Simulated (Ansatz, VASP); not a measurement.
## One calculation of Rh, two programs

Contents of INCAR:

```
SYSTEM = Rh
PREC = Accurate
ENCUT = 520
EDIFF = 1E-6
ISMEAR = -1
SIGMA = 0.05
LREAL = .FALSE.
LASPH = .TRUE.
NELM = 60
ALGO = Normal
ISIF = 2
LWAVE = .FALSE.
LCHARG = .TRUE.
GGA = PE
LELF = .TRUE.
LVHAR = .TRUE.
NBANDS = 14
```

Contents of KPOINTS:

```
regular mesh
0
G
  17 17 17
  0 0 0
```

POSCAR

```
Rh
1.0
    0.0000000000      1.7398856044      1.7398856044
    1.7398856044      0.0000000000      1.7398856044
    1.7398856044      1.7398856044      0.0000000000
Rh
1
Direct
    0.0000000000      0.0000000000      0.0000000000
```

Input for Ansatz:

```yaml
crystal:
  lattice:
    - [0.0, 1.7398856044, 1.7398856044]
    - [1.7398856044, 0.0, 1.7398856044]
    - [1.7398856044, 1.7398856044, 0.0]
  atoms:
    - { symbol: Rh, position: [0.0, 0.0, 0.0] }
kpoints:
  mp_grid: { grid: [17, 17, 17] }
scf:
  occupations: { method: fermi_dirac, width: 0.05 }
hamiltonian:
  xc: pbe
  pseudopotentials: { kind: all_electron, lapw: { basis_error: 0.001 } }
output:
  forces: true
  stress: true
  eigenvalues: true
  populations: true
```

Change from the starting cell: volume scaled by 0.75, LAPW.

Alike in both runs: task single point; functional PBE; k mesh 17 × 17 × 17; occupations fermi-dirac, width 0.05 eV; no spin polarisation.

```csv
,VASP,Ansatz
version,VASP 6.6.1,Ansatz 0.2.0
potentials or method,"VASP PAW PBE potentials, release 64 (Rh_pv)","all-electron LAPW, scalar-relativistic"
plane-wave cutoff (eV),520,see its input
```

```tsv
	VASP	Ansatz	Ansatz less VASP
pressure (GPa)	153.5	152.7	-0.84
```

Ansatz ran all-electron here, so the differences hold the error of VASP's frozen core and of both bases.

Caveats: the cell as given lies far from equilibrium; so large a pressure means that the cell lies far from this level's equilibrium, or that cutoff or potentials fall short (VASP).
